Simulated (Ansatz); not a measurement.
Crystal: Fe3Ge.

```xyz
4
Lattice="3.6605 0.0000 0.0000 0.0000 3.6605 0.0000 0.0000 0.0000 3.6605" Properties=species:S:1:pos:R:3 pbc="T T T"
Ge    0.0000    0.0000    0.0000
Fe    1.8303    0.0000    1.8303
Fe    1.8303    1.8303    0.0000
Fe    0.0000    1.8303    1.8303
```

The cell comes from a database or a generator and needn't be the stable form of this composition.

* Program: Ansatz 0.2.0
* Task: single point
* Functional: PBEsol
* Potentials or basis: Ansatz PAW
* Cutoff: 420 eV (not typed: the program's choice for these potentials)
* k mesh: 7 × 7 × 7
* Occupations: fermi-dirac, width 0.05 eV
* Spin: collinear spin, ferromagnetic start
* Starting moments: [0.0, 3.0, 3.0, 3.0] μB

On this cell: pressure -11.6 GPa; largest force zero by symmetry; net moment 6.41 μB per cell; site moments Ge -0.12; Fe +2.20 μB; band gap on the k mesh none (metal or under the smearing width).

The same run follows on a disturbed copy (atoms moved at random, drawn with an rms of 0.05 Å):

```
Ge Fe
1.0
     3.66050    0.00000    0.00000
     0.00000    3.66050    0.00000
     0.00000    0.00000    3.66050
Ge Fe
1 3
Cartesian
  -0.0646 0.0044 0.0328
  1.8621 0.0321 1.8623
  1.8179 1.8869 0.0422
  0.0151 1.8052 1.8333
```

Problem. What does the disturbed cell give?

Solution. The energy (extrapolated to zero smearing) moves by +10.7 meV/atom; pressure -11.2 GPa; largest force 0.565 eV/Å; net moment 6.39 μB per cell; site moments Ge -0.11; Fe +2.18, +2.19 μB; band gap on the k mesh none (metal or under the smearing width).

Forces in eV/Å, atoms in the order of the input:
```
Ge   0.545  0.077 -0.127
Fe  -0.456 -0.072  0.018
Fe  -0.111 -0.326 -0.133
Fe   0.022  0.322  0.242
```

Stress tensor (GPa, compression positive):
```
-11.06   0.24  -0.05
  0.24 -11.28   0.08
 -0.05   0.08 -11.12
```

Caveats: the PAW data sets come from PBE, with cores solved anew for the run's functional, which leaves a small shift of forces and pressure.
